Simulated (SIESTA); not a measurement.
# ZnS (F-43m) in SIESTA: further runs, part 3 of 3

SIESTA 5.4.2.

## Step 7: Single point, PBE, 19.73 Å³/atom

ZnS.fdf reads:

```
SystemName                      ZnS
SystemLabel                     ZnS
NumberOfSpecies                 2
NumberOfAtoms                   2
%block ChemicalSpeciesLabel
  1  30 Zn
  2  16 S
%endblock ChemicalSpeciesLabel

LatticeConstant                 1.0 Ang
%block LatticeVectors
     0.0000000000     2.7020000000     2.7020000000
     2.7020000000     0.0000000000     2.7020000000
     2.7020000000     2.7020000000     0.0000000000
%endblock LatticeVectors
AtomicCoordinatesFormat         Fractional
%block AtomicCoordinatesAndAtomicSpecies
     0.7500000000     0.7500000000     0.7500000000  1  Zn
     0.0000000000     0.0000000000     0.0000000000  2  S
%endblock AtomicCoordinatesAndAtomicSpecies

%block kgrid.MonkhorstPack
    9   0   0  0.0
    0   9   0  0.0
    0   0   9  0.0
%endblock kgrid.MonkhorstPack
XC.Functional                   GGA
XC.Authors                      PBE
PAO.BasisSize                   DZP
PAO.EnergyShift                 0.002 Ry
Mesh.Cutoff                     800 Ry
OccupationFunction              FD
ElectronicTemperature           0.05 eV
MaxSCFIterations                120
SCF.MustConverge                false
SCF.Mixer.Method                Pulay
SCF.Mixer.Weight                0.25
SCF.Mixer.History               8
SCF.DM.Tolerance                5.0e-05
SCF.H.Tolerance                 1.0e-03 eV
WriteForces                     true
Charge.Mulliken                 end
```

Command:

```
siesta < ZnS.fdf > ZnS.out 2>&1
```

It took 21 s on 1 thread of Arm Neoverse V1, shared host; peak memory 0.21 GiB.

It converged, with:

| Quantity | Value |
| --- | --- |
| Free energy | -5987.9528 eV |
| Pressure | 3.6 GPa |
| Band gap on the k mesh | 2.76 eV, direct |

Caveat: semicore shells carry a single zeta, which can move pressures by several GPa and volumes by a few percent; the valence orbitals were made in a potential fitted to the semicore shell under them, which widens gaps by tenths of an eV or more; an odd mesh through Γ misses points on the zone boundary, where band edges often lie; the basis of atomic orbitals isn't converged, which shifts pressures, moduli and gaps.

## Step 8: Single point, PBE, 20.12 Å³/atom

ZnS.fdf: that of step 7 with these lines changed.

```diff
@@ -11,5 +11,5 @@
 %block LatticeVectors
-     0.0000000000     2.7020000000     2.7020000000
-     2.7020000000     0.0000000000     2.7020000000
-     2.7020000000     2.7020000000     0.0000000000
+     0.0000000000     2.7198945612     2.7198945612
+     2.7198945612     0.0000000000     2.7198945612
+     2.7198945612     2.7198945612     0.0000000000
 %endblock LatticeVectors
```

Command:

```
siesta < ZnS.fdf > ZnS.out 2>&1
```

Run time: 20 s. Hardware: 1 thread of Arm Neoverse V1, shared host; peak memory 0.21 GiB.

The run converged. Its results:

- Free energy: -5987.9663 eV
- Pressure: 1.9 GPa
- Band gap on the k mesh: 2.65 eV, direct

Caveat: semicore shells carry a single zeta, which can move pressures by several GPa and volumes by a few percent; the valence orbitals were made in a potential fitted to the semicore shell under them, which widens gaps by tenths of an eV or more; an odd mesh through Γ misses points on the zone boundary, where band edges often lie; the basis of atomic orbitals isn't converged, which shifts pressures, moduli and gaps.

## Step 9: Single point, PBE, 20.52 Å³/atom

ZnS.fdf: that of step 8 with these lines changed.

```diff
@@ -11,5 +11,5 @@
 %block LatticeVectors
-     0.0000000000     2.7198945612     2.7198945612
-     2.7198945612     0.0000000000     2.7198945612
-     2.7198945612     2.7198945612     0.0000000000
+     0.0000000000     2.7375567091     2.7375567091
+     2.7375567091     0.0000000000     2.7375567091
+     2.7375567091     2.7375567091     0.0000000000
 %endblock LatticeVectors
```

Potentials or basis: PseudoDojo 0.5 stringent (PBE files), DZP (energy shift 0.002 Ry).

Command:

```
siesta < ZnS.fdf > ZnS.out 2>&1
```

Wall time 18 s (1 thread of Arm Neoverse V1, shared host); peak memory 0.21 GiB.

It converged, with:

* Free energy: -5987.9722 eV
* Pressure: 0.6 GPa
* Band gap on the k mesh: 2.53 eV, direct

Caveat: semicore shells carry a single zeta, which can move pressures by several GPa and volumes by a few percent; the valence orbitals were made in a potential fitted to the semicore shell under them, which widens gaps by tenths of an eV or more; an odd mesh through Γ misses points on the zone boundary, where band edges often lie; the basis of atomic orbitals isn't converged, which shifts pressures, moduli and gaps.

## Step 10: Single point, PBE, 20.91 Å³/atom

ZnS.fdf: that of step 9 with these lines changed.

```diff
@@ -11,5 +11,5 @@
 %block LatticeVectors
-     0.0000000000     2.7375567091     2.7375567091
-     2.7375567091     0.0000000000     2.7375567091
-     2.7375567091     2.7375567091     0.0000000000
+     0.0000000000     2.7549938462     2.7549938462
+     2.7549938462     0.0000000000     2.7549938462
+     2.7549938462     2.7549938462     0.0000000000
 %endblock LatticeVectors
```

Command:

```
siesta ZnS.fdf > ZnS.out 2>&1
```

Wall time 24 s (1 thread of Arm Neoverse V1, shared host); peak memory 0.23 GiB.

The run converged. Its results:

| Property | Result |
| --- | --- |
| Free energy | -5987.9712 eV |
| Pressure | -0.8 GPa |
| Band gap on the k mesh | 2.42 eV, direct |

Caveat: semicore shells carry a single zeta, which can move pressures by several GPa and volumes by a few percent; the valence orbitals were made in a potential fitted to the semicore shell under them, which widens gaps by tenths of an eV or more; an odd mesh through Γ misses points on the zone boundary, where band edges often lie; the basis of atomic orbitals isn't converged, which shifts pressures, moduli and gaps.

## Step 11: Equation of state, PBE

This step only gathers the single runs of the series.

Results:

```
Equilibrium volume                      : 20.67 Å³/atom
Bulk modulus                            : 65 GPa
Pressure derivative of the bulk modulus : 4.8 (rough: it moves with the points fitted)
```

Energy against volume, from the lowest point:
| volume (Å³/atom) | energy (meV/atom) |
| --- | --- |
| 18.543 | 55.16 |
| 18.938 | 34.82 |
| 19.332 | 20.13 |
| 19.727 | 9.69 |
| 20.121 | 2.94 |
| 20.516 | 0.00 |
| 20.910 | 0.49 |

Caveat: semicore shells carry a single zeta, which can move pressures by several GPa and volumes by a few percent; the valence orbitals were made in a potential fitted to the semicore shell under them, which widens gaps by tenths of an eV or more; the basis of atomic orbitals isn't converged, which shifts pressures, moduli and gaps. PBE usually gives volumes a little too large and moduli too small.

## Step 12: Against experiment

Step 2. The gap isn't set beside the deposited one, since this odd mesh misses points on the zone boundary.

Step 11. Against the measured bulk modulus of ZnS, 76.9 GPa (quoted in “Electronic, vibrational, and thermodynamic properties of ZnS (zincblende and rocksalt structure)”, 2009, arxiv:0911.5022), the calculated 65 GPa is off by -15.0 %. The fit is for a static lattice scaled at fixed shape and fixed fractional positions.
